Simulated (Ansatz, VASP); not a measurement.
**One calculation of W, two programs**

INCAR

```
SYSTEM = W
PREC = Accurate
ENCUT = 600
EDIFF = 1E-7
ISMEAR = 0
SIGMA = 0.1
LREAL = .FALSE.
LASPH = .TRUE.
NELM = 100
ALGO = Fast
ISIF = 3
LWAVE = .FALSE.
LCHARG = .FALSE.
GGA = PE
IVDW = 12
IBRION = 2
NSW = 100
EDIFFG = -0.005
```

Contents of KPOINTS:

```
regular mesh
0
G
  18 18 18
  0 0 0
```

The input POSCAR:

```
W
1.0
   -1.5802524304      1.5802524304      1.5802524304
    1.5802524304     -1.5802524304      1.5802524304
    1.5802524304      1.5802524304     -1.5802524304
W
1
Direct
    0.0000000000      0.0000000000      0.0000000000
```

Input for Ansatz:

```yaml
crystal:
  lattice:
    - [-1.5802524303, 1.5802524303, 1.5802524303]
    - [1.5802524303, -1.5802524303, 1.5802524303]
    - [1.5802524303, 1.5802524303, -1.5802524303]
  atoms:
    - { symbol: W, position: [0.0, 0.0, 0.0] }
basis:
  ecutwfc: 420
kpoints:
  mp_grid: { grid: [18, 18, 18] }
hamiltonian:
  xc: pbe
  dispersion: d3bj
scf:
  occupations: { method: gaussian, width: 0.1 }
output:
  forces: true
  stress: true
  eigenvalues: true
  write_density: true
  write_potential: true
  elf: true
  volumetric_format: npy
relax:
  adjacent_minimum: "off"
  f_tol: 0.005
  max_steps: 80
  cell: { stress_tol: 0.05 }
```

Alike in both runs: task relaxation of cell and atoms; functional PBE; dispersion D3(BJ); k mesh 18 × 18 × 18; occupations gaussian, width 0.1 eV; no spin polarisation.

```csv
,VASP,Ansatz
version,VASP 6.6.1,Ansatz 0.2.0
potentials or method,"VASP PAW PBE potentials, release 64 (W_sv)","scalar-relativistic, plane waves, PAW"
plane-wave cutoff (eV),600,420
valence electrons in the cell,14,14
```

```csv
,VASP,Ansatz,Ansatz less VASP
"gap on the k mesh at the Fermi level, each at its own relaxed structure (eV)",none,none,-
relaxed volume (Å³/atom),15.80,15.77,-0.032
relaxed cell length with the largest relative difference (Å),2.738,2.736,-0.0018
```

A gap of «none» marks a metal or a gap that the smearing closes.

Caveats: pairwise dispersion overbinds metals, which lowers pressure and volume. Spin-orbit coupling is left out, which matters for the levels of W.
